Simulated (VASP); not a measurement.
Crystal: N.

```
CELL_PARAMETERS angstrom
5.81510 0.00000 0.00000
0.00000 5.81510 0.00000
0.00000 0.00000 5.81510
ATOMIC_POSITIONS crystal
N 0.04586 0.45414 0.54586
N 0.45414 0.54586 0.04586
N 0.54586 0.04586 0.45414
N 0.95414 0.95414 0.95414
N 0.93610 0.56390 0.43610
N 0.56390 0.43610 0.93610
N 0.43610 0.93610 0.56390
N 0.06390 0.06390 0.06390
```

Base run:

* Program: VASP 6.6.1
* Functional: LDA
* Potentials or basis: VASP PAW LDA potentials, release 64 (N)
* Cutoff: 520 eV
* k mesh: 6 × 6 × 6
* Occupations: gaussian, width 0.02 eV
* Spin: no spin polarisation

Its results: band gap on the k mesh 7.26 eV, indirect (least direct gap 7.28 eV); pressure -1.1 GPa; largest force 0.363 eV/Å.

Q: The run is repeated on the same cell with these changes: functional from LDA to r2SCAN; potentials or basis from VASP PAW LDA potentials, release 64 (N) to VASP PAW PBE potentials, release 64 (N). What comes out?

A: Band gap on the k mesh 8.13 eV, indirect (least direct gap 8.14 eV); pressure -0.1 GPa; largest force 0.197 eV/Å.

Caveats: the standard files for N, O and F lose accuracy on very short bonds; the PAW data sets were made with another functional, which shifts forces and pressure a little (some runs).
